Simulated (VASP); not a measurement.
Write the native input for VASP 6.6.1 that does the following.

```
Task                   : single point
Functional             : PBEsol
Potentials or basis    : VASP PAW PBE potentials, release 64 (Si, W_sv)
Cutoff                 : 520 eV
k mesh                 : 5 × 5 × 5
Occupations            : gaussian, width 0.05 eV
Spin                   : no spin polarisation
Dipole correction      : no
Further INCAR settings : ALGO = Fast; EDIFF = 1e-07; NBANDS = 53
```

The structure of Si7W4 (a cell with a defect) lies in POSCAR:

```
Si7W4
1.0
   -3.2034200408      3.2034200408      7.8134584989
    1.6017100204     -1.6017100204      3.9067292494
    3.2034200408      3.2034200408     -7.8134584989
Si W
7 4
Direct
    0.1735007225      0.3478998597      0.0145329053
    0.3272775213      0.6550769848     -0.0145329053
    0.2503891807      0.5014882278      0.4999999936
    0.6589677980      0.3188340236     -0.0145329053
    0.8418104075      0.6841427698      0.0145329053
    0.6559209160      0.3320970717      0.4999999936
    0.8448572510      0.6708796448      0.4999999936
   -0.0153660855      0.0222455833      0.4999999936
   -0.0120855830     -0.0234609874      0.9750505585
    0.5161443036     -0.0192687774      0.4999999936
    0.5128638266      0.0264378445      1.0249494160
```

The cell isn't the ideal one: hop of Si into the vacancy.

One way to write it, as run:

INCAR

```
SYSTEM = Si7W4
PREC = Accurate
ENCUT = 520
EDIFF = 1E-7
ISMEAR = 0
SIGMA = 0.05
LREAL = .FALSE.
LASPH = .TRUE.
NELM = 100
ALGO = Fast
ISIF = 2
LWAVE = .FALSE.
LCHARG = .FALSE.
GGA = PS
NBANDS = 53
```

KPOINTS

```
regular mesh
0
G
  5 5 5
  0 0 0
```

Potentials or basis: VASP PAW PBE potentials, release 64 (Si, W_sv).

The run is started by

```sh
$ cat potpaw_PBE.64/Si/POTCAR potpaw_PBE.64/W_sv/POTCAR > POTCAR
$ mpirun -np 1 vasp_std > vasp.out
```

It gave:

The pressure is 4.8 GPa, the largest force is 0.013 eV/Å and the band gap on the k mesh is none (metal or under the smearing width).

Caveat: the k mesh is coarse (spacing up to 0.42 Å⁻¹), so the values aren't converged; the PAW data sets were made with another functional, which shifts forces and pressure a little.

Run time: 9.8 min on 1 thread of AMD EPYC 9R45 (Zen 5), with other jobs on the host, peak memory 0.52 GiB.
